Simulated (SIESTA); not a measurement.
A run of SIESTA 5.4.2:

Pb.fdf

```
SystemName                      Pb
SystemLabel                     Pb
NumberOfSpecies                 1
NumberOfAtoms                   1
%block ChemicalSpeciesLabel
  1  82 Pb
%endblock ChemicalSpeciesLabel

LatticeConstant                 1.0 Ang
%block LatticeVectors
    -1.9324970000     1.9597040000     1.9870230000
     1.9500050000    -1.9499280000     1.9947550000
     1.9849890000     2.0024200000    -1.9772470000
%endblock LatticeVectors
AtomicCoordinatesFormat         Ang
%block AtomicCoordinatesAndAtomicSpecies
     0.0396718573     0.0124877524     0.0097056001  1
%endblock AtomicCoordinatesAndAtomicSpecies

%block kgrid.MonkhorstPack
    7   0   0  0.0
    0   7   0  0.0
    0   0   7  0.0
%endblock kgrid.MonkhorstPack
XC.Functional                   VDW
XC.Authors                      C09
PAO.BasisSize                   SZ
PAO.EnergyShift                 0.005 Ry
Mesh.Cutoff                     500 Ry
Spin                            spin-orbit
%block DM.InitSpin
    1   0.480   133.11    71.36
%endblock DM.InitSpin
WriteOrbMom                     true
OccupationFunction              FD
ElectronicTemperature           0.05 eV
MaxSCFIterations                200
SCF.MustConverge                false
SCF.Mixer.Method                Pulay
SCF.Mixer.Weight                0.1
SCF.Mixer.History               10
SCF.DM.Tolerance                5.0e-05
SCF.H.Tolerance                 1.0e-03 eV
WriteForces                     true
Charge.Mulliken                 end
SaveRho                         true
SaveElectrostaticPotential      true
SaveTotalPotential              true
SaveDeltaRho                    true
```

Potentials or basis: PseudoDojo 0.4 standard (PBE files, fully relativistic), SZ (energy shift 0.005 Ry).

Run with:

```bash
$ siesta Pb.fdf > Pb.out 2>&1
```

Hardware: 1 thread of Intel(R) Xeon(R) Platinum 8488C (Sapphire Rapids), with other jobs on the host.

Problem. Estimate the wall time of this run.

Solution. It took 19 s on 1 thread of Intel(R) Xeon(R) Platinum 8488C (Sapphire Rapids) (shared host), peak memory 0.26 GiB. Counts: scf iterations 8, k points 343, bands 18.
